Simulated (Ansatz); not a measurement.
**SiNi under changes of volume**

One of the cells (11.288 Å³/atom); the others are scaled copies at fixed shape and fractional positions:

```
CELL_PARAMETERS angstrom
2.94277 0.00000 0.00000
0.00000 3.28033 0.00000
0.00000 0.00000 4.67745
ATOMIC_POSITIONS crystal
Ni 0.50000 0.50000 0.34250
Ni 0.00000 0.00000 0.65750
Si 0.50000 0.50000 0.84314
Si 0.00000 0.00000 0.15686
```

The cell is a database's computed one.

| Quantity | Value |
| --- | --- |
| Program | Ansatz 0.2.0 |
| Functional | PBE |
| Potentials or basis | Ansatz NC |
| Cutoff | 1400 eV (not typed: the program's choice for these potentials) |
| k mesh | 9 × 8 × 6 |
| Occupations | fermi-dirac, width 0.05 eV |
| Spin | collinear spin, ferromagnetic start |
| Starting moments | [1.0, 1.0, 0.0, 0.0] μB |

```tsv
volume (Å³/atom)	energy over the lowest point (meV/atom)	pressure (GPa)	largest force (eV/Å)
10.611	66.25	21.8	0.242
10.837	39.47	16.2	0.174
11.062	?	?	?
11.288	7.63	6.7	0.050
11.514	1.12	2.7	0.013
11.740	0.00	-1.0	0.059
11.965	3.72	-4.2	0.109
```

What does the run at 11.062 Å³/atom give?

Energy over the lowest point 20.19 meV/atom; pressure 11.2 GPa; largest force 0.110 eV/Å.

Worked out: A Birch-Murnaghan fit of order 3 (a polynomial in V^(-2/3)) to the other rows has its minimum at 11.68 Å³/atom with B0 = V·E''(V) = 184 GPa and B' = 4.5 at fixed shape and positions, which overstates the stiffness. It gives 20.24 meV/atom at 11.062 Å³/atom, against the run's 20.19, and -dE/dV = 11.2 GPa, against 11.2.

Energies are extrapolated to zero smearing.

Caveats: the starting moments weren't kept.
